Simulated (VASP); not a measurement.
LiF in VASP 6.6.1, single-point calculation

INCAR

```
LREAL = .FALSE.
PREC = Accurate
IMIX = 1
NELM = 120
EDIFF = 1E-7
METAGGA = R2SCAN
ISMEAR = 0
LCHARG = .FALSE.
ISIF = 2
NBANDS = 12
NSW = 0
LASPH = .TRUE.
SIGMA = 0.01
IBRION = -1
LWAVE = .FALSE.
ALGO = Normal
ENCUT = 520
AMIX = 0.4
```

KPOINTS

```
KPOINTS created by Atomic Simulation Environment
0
Gamma
10 10 10
0 0 0
```

POSCAR

```
Li F
 1.0000000000000000
     0.0557395491000000    1.9907651344999999    1.9907651344999999
     1.9907651344999999    0.0557395491000000    1.9907651344999999
     1.9907651344999999    1.9907651344999999    0.0557395491000000
 Li  F
   1   1
Cartesian
  0.0000000000000000  0.0000000000000000  0.0000000000000000
  2.0186349090499993  2.0186349090499993  2.0186349090499993
```

The recommended PBE PAW datasets give the neutral cell 10 valence electrons.

Command

```
mpirun -np 1 vasp_std
```

OSZICAR

```
N       E                     dE             d eps       ncg     rms          rms(c)
DAV:   1     0.271844928605E+02    0.27184E+02   -0.56372E+03  2936   0.873E+02
DAV:   2    -0.138699153906E+02   -0.41054E+02   -0.40274E+02  3360   0.197E+02
DAV:   3    -0.149459896543E+02   -0.10761E+01   -0.10733E+01  3768   0.273E+01
DAV:   4    -0.149554727315E+02   -0.94831E-02   -0.94825E-02  3192   0.282E+00
DAV:   5    -0.149555660019E+02   -0.93270E-04   -0.93270E-04  3780   0.213E-01    0.389E+00
DAV:   6    -0.118915453026E+02    0.30640E+01   -0.66282E-01  2860   0.624E+00    0.153E+00
DAV:   7    -0.118723709632E+02    0.19174E-01   -0.21721E-01  3400   0.355E+00    0.966E-01
DAV:   8    -0.118789959570E+02   -0.66250E-02   -0.35228E-03  3148   0.636E-01    0.618E-01
DAV:   9    -0.118822978137E+02   -0.33019E-02   -0.11377E-03  3340   0.375E-01    0.373E-01
DAV:  10    -0.118838562373E+02   -0.15584E-02   -0.55144E-04  3596   0.245E-01    0.225E-01
...
DAV:  15    -0.118851039435E+02   -0.28068E-04   -0.55101E-06  3400   0.260E-02    0.196E-02
DAV:  16    -0.118851164659E+02   -0.12522E-04   -0.22663E-06  3648   0.166E-02    0.122E-02
DAV:  17    -0.118851220983E+02   -0.56324E-05   -0.91880E-07  3356   0.106E-02    0.759E-03
DAV:  18    -0.118851246683E+02   -0.25700E-05   -0.38059E-07  3644   0.681E-03    0.475E-03
DAV:  19    -0.118851258667E+02   -0.11984E-05   -0.15471E-07  3380   0.433E-03    0.298E-03
DAV:  20    -0.118851264407E+02   -0.57398E-06   -0.64720E-08  3648   0.281E-03    0.188E-03
DAV:  21    -0.118851267255E+02   -0.28481E-06   -0.26444E-08  3088   0.179E-03    0.119E-03
DAV:  22    -0.118851268718E+02   -0.14636E-06   -0.10296E-08  1724   0.116E-03    0.752E-04
DAV:  23    -0.118851269498E+02   -0.77956E-07   -0.56798E-09  1748   0.880E-04
   1 F= -.11885127E+02 E0= -.11885127E+02  d E =-.180339E-35
```

Standard output (part)

```
POSCAR found type information on POSCAR LiF
 POSCAR found :  2 types and       2 ions
 LDA part: xc-table for (None), standard interpolation
 POSCAR, INCAR and KPOINTS ok, starting setup
 WAVECAR not read
 entering main loop
```

From OUTCAR

```
k-points           NKPTS =    116   k-points in BZ     NKDIM =    116   number of bands    NBANDS=     12

   NELECT =      10.0000    total number of electrons

   dimension x,y,z NGX =    24 NGY =   24 NGZ =   24
   dimension x,y,z NGXF=    48 NGYF=   48 NGZF=   48

  energy-cutoff  :      520.00
  volume of cell :       15.12
      direct lattice vectors                 reciprocal lattice vectors
     0.055739549  1.990765134  1.990765134    -0.261961975  0.254827057  0.254827057
     1.990765134  0.055739549  1.990765134     0.254827057 -0.261961975  0.254827057
     1.990765134  1.990765134  0.055739549     0.254827057  0.254827057 -0.261961975

 k-points in reciprocal lattice and weights: KPOINTS created by Atomic Simulation Env
   0.00000000  0.00000000  0.00000000       0.001
   0.10000000  0.00000000  0.00000000       0.006
   0.20000000  0.00000000  0.00000000       0.006
   0.30000000  0.00000000  0.00000000       0.006
   0.40000000  0.00000000  0.00000000       0.006
   0.50000000  0.00000000  0.00000000       0.003
   0.10000000  0.10000000  0.00000000       0.006
   0.20000000  0.10000000  0.00000000       0.012
   ...

 E-fermi :  -0.9669

 k-point     1 :       0.0000    0.0000    0.0000
  band No.  band energies     occupation
      1     -43.0815      2.00000
      2     -22.4601      2.00000
      3      -1.3178      2.00000
      4      -1.0511      2.00000
      5      -1.0511      2.00000
      6       9.9039      0.00000
      7      24.1713      0.00000
      8      25.5315      0.00000
      9      25.6432      0.00000
     10      25.6432      0.00000
     11      26.2688      0.00000
     12      26.2688      0.00000

 k-point     2 :       0.1000    0.0000    0.0000
  band No.  band energies     occupation
      1     -43.0736      2.00000
      2     -22.4159      2.00000
      3      -1.4290      2.00000
      4      -1.2739      2.00000
      5      -1.0845      2.00000
      6      10.1782      0.00000
      7      22.4147      0.00000
      8      23.6976      0.00000
      9      24.4036      0.00000
     10      25.9429      0.00000
     11      27.1129      0.00000
     12      27.2137      0.00000

 k-point     3 :       0.2000    0.0000    0.0000
  band No.  band energies     occupation
      1     -43.0529      2.00000
      2     -22.2962      2.00000
      3      -2.1443      2.00000
      4      -1.3734      2.00000
      5      -1.1702      2.00000
      6      10.7621      0.00000
      7      19.8294      0.00000
      8      22.1476      0.00000
      9      22.6969      0.00000
     10      27.1095      0.00000
     11      28.2593      0.00000
     12      28.4846      0.00000

 k-point     4 :       0.3000    0.0000    0.0000
  band No.  band energies     occupation
      1     -43.0273      2.00000
      2     -22.1418      2.00000
      3      -2.9911      2.00000
      4      -1.4472      2.00000
      5      -1.2727      2.00000
      6      11.1420      0.00000
      7      18.4399      0.00000
      8      20.7540      0.00000
      9      21.2685      0.00000
     10      28.8837      0.00000
     11      29.7819      0.00000
     12      30.3557      0.00000

 ...

  Total        0.3407595      0.3407595      0.3407595     -0.2028731     -0.2028731     -0.2028731
  in kB       36.1158082     36.1158082     36.1158082    -21.5017567    -21.5017567    -21.5017567
  external PRESSURE =      36.1158082 kB  Pullay stress =       0.0000000 kB

 POSITION                                       TOTAL-FORCE (eV/Angst)
 -----------------------------------------------------------------------------------
      0.00000      0.00000      0.00000         0.000000     -0.000000     -0.000000
      2.01863      2.01863      2.01863        -0.000000      0.000000      0.000000
 -----------------------------------------------------------------------------------
    total drift:                               -0.000000     -0.000000      0.000000

  FREE ENERGIE OF THE ION-ELECTRON SYSTEM (eV)
  ---------------------------------------------------
  free  energy   TOTEN  =       -11.8851269498 eV

  energy  without entropy=      -11.8851269498  energy(sigma->0) =      -11.88512695
```

It converged. Results: gap between bands v and c on the k mesh 10.96 eV; least direct gap on the k mesh 10.96 eV; pressure 3.6 GPa. Band v is the last that the valence electrons fill when counted band by band, and c is the next.

For comparison, a separate r²SCAN run of the intended cell, on usual settings and not on those above, gives a gap of 10.96 eV on its mesh and a pressure of 3.6 GPa.

The run above took about 80 s on one core of a shared host (Intel Xeon Platinum 8488C) and held 0.14 GiB at most.
